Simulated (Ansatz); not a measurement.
Runs of Ansatz 0.2.0 on GaAs. Symmetry: F-43m, No. 216, cubic system. Conventional cell: a = 5.654 Å, b = 5.654 Å, c = 5.654 Å, α = 90.00°, β = 90.00°, γ = 90.00°. As (site symmetry -43m) is surrounded by 4 Ga at 2.45 Å. Ga (site symmetry -43m) is surrounded by 4 As at 2.45 Å. 

```csv
task,level,potentials or basis,cell,k mesh,cutoff (eV),smearing,points for each segment of the path,atoms under strain,mesh quality,gap on the mesh (eV),pressure (GPa),V0 of scaled cells (Å³/atom),relaxed volume (Å³/atom),B0 (GPa)
equation of state,m-r2SCAN,Ansatz PAW,as given,8 × 8 × 8,500,fermi-dirac 0.05 eV,-,-,not flagged,-,-,22.74,-,72
relaxation of cell and atoms,BLYP+D4,Ansatz PAW,relaxed,8 × 8 × 8,420,fermi-dirac 0.05 eV,-,-,not flagged,-,0.0,-,22.85,-
equation of state,LDA,PseudoDojo LDA,as given,8 × 8 × 8,1088,fermi-dirac 0.05 eV,-,-,not flagged,-,-,21.96,-,(a)
relaxation of cell and atoms,r2SCAN+rVV10,Ansatz PAW,relaxed,8 × 8 × 8,500,fermi-dirac 0.05 eV,-,-,not flagged,(c),0.0,-,22.51,-
band structure,SVWN5,Ansatz PAW,as given,8 × 8 × 8,420,fermi-dirac 0.05 eV,14,-,not flagged,0.28,-2.0,-,-,-
equation of state,PBEsol+D3(BJ),Ansatz PAW,as given,8 × 8 × 8,420,fermi-dirac 0.05 eV,-,-,not flagged,-,-,21.98,-,75
equation of state,CAM-B3LYP,Ansatz PAW,as given,4 × 4 × 4,420,fermi-dirac 0.05 eV,-,-,coarse,-,-,22.88,-,(b)
elastic constants,LDA,Ansatz PAW,as given,7 × 7 × 7,420,fixed,-,relaxed,not flagged,0.28,-1.9,-,-,-
```

Alike in all rows: no spin polarisation.

**Question.** Fill in the values left out.

**Answer.** (a) 74; (b) 77; (c) 1.03.

Caveats: some runs use coarse meshes; the PAW data sets come from PBE, with cores solved anew for the run's functional, which leaves a small shift of forces and pressure (some runs); the plane-wave basis is chosen anew once the cell has moved, so the energies of steps on either side of that aren't comparable (some runs); the PAW data sets were made with another functional, which shifts forces and pressure a little (some runs); the potentials were made for another functional, which shifts forces and pressure (some runs); odd divisions of the mesh miss points on the zone boundary, where band edges often lie, so the gap on the mesh can be too wide (some runs).

A k mesh can miss the band edges, and the runs leave out spin-orbit coupling on As, Ga.

Runs at the PBE level aren't shown here.
